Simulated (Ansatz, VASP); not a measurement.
**Cu: VASP beside Ansatz**

File INCAR:

```
  PREC = Accurate
  ENCUT = 520
  EDIFF = 1E-6
  ISMEAR = 0
  SIGMA = 0.1
  LREAL = False
  LASPH = True
  NELM = 60
  ALGO = Fast
  ISIF = 2
  LWAVE = False
  LCHARG = False
  GGA = PE
  NBANDS = 18
```

Contents of KPOINTS:

```
regular mesh
0
Gamma
  14 14 16
```

File POSCAR:

```
Cu
1.0
    2.9510618436      0.0000000000      0.0000000000
    0.0000000000      2.9510618436      0.0000000000
    0.0000000000      0.0000000000      2.8142930120
Cu
2
Direct
    0.0000000000      0.0000000000      0.0000000000
    0.5000000000      0.5000000000      0.5000000000
```

Input for Ansatz:

```yaml
crystal:
  lattice:
    - [2.9510618436, 0.0, 0.0]
    - [0.0, 2.9510618436, 0.0]
    - [0.0, 0.0, 2.814293012]
  atoms:
    - { symbol: Cu, position: [0.0, 0.0, 0.0] }
    - { symbol: Cu, position: [0.5, 0.5, 0.5] }
basis:
  ecutwfc: 420
kpoints:
  mp_grid: { grid: [14, 14, 16] }
hamiltonian:
  xc: pbe
scf:
  occupations: { method: gaussian, width: 0.1 }
output:
  forces: true
  stress: true
  eigenvalues: true
```

Change from the starting cell: strain along c alone, the other axes held, atoms relaxed: +2.0 %.

Alike in both runs: task single point; functional PBE; k mesh 14 × 14 × 16; occupations gaussian, width 0.1 eV; no spin polarisation.

|  | VASP | Ansatz |
| --- | --- | --- |
| version | VASP 6.6.1 | Ansatz 0.2.0 |
| potentials or method | VASP PAW PBE potentials, release 64 (Cu) | scalar-relativistic, plane waves, PAW |
| plane-wave cutoff (eV) | 520 | 420 |
| valence electrons in the cell | 22 | 38 |

|  | VASP | Ansatz | Ansatz less VASP |
| --- | --- | --- | --- |
| gap on the k mesh at the Fermi level (eV) | none | none | - |
| pressure (GPa) | -1.6 | -2.7 | -1.12 |
| largest component of the traceless stress (GPa) | 0.12 | 0.10 | -0.014 |

A gap of «none» marks a metal or a gap that the smearing closes. The two sets of potentials don't hold the same shells in valence.
